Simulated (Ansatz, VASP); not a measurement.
Two plane-wave programs on Ti

```xyz
1
Lattice="0.0000 2.1082 2.1082 2.1082 0.0000 2.1082 2.1082 2.1082 0.0000" Properties=species:S:1:pos:R:3 pbc="T T T"
Ti    0.0000    0.0000    0.0000
```

This isn't the form of Ti at room conditions, which is hcp.

Alike in both runs: task single point; functional LDA; k mesh 10 × 10 × 10; occupations gaussian, width 0.2 eV; no spin polarisation.

```csv
,VASP,Ansatz
version,VASP 6.6.1,Ansatz 0.2.0
potentials or method,"VASP PAW LDA potentials, release 64 (Ti_sv)","plane waves, PAW"
plane-wave cutoff (eV),520,490
valence electrons in the cell,12,12
```

|  | VASP | Ansatz | Ansatz less VASP |
| --- | --- | --- | --- |
| pressure (GPa) | -14.4 | -14.4 | +0.01 |
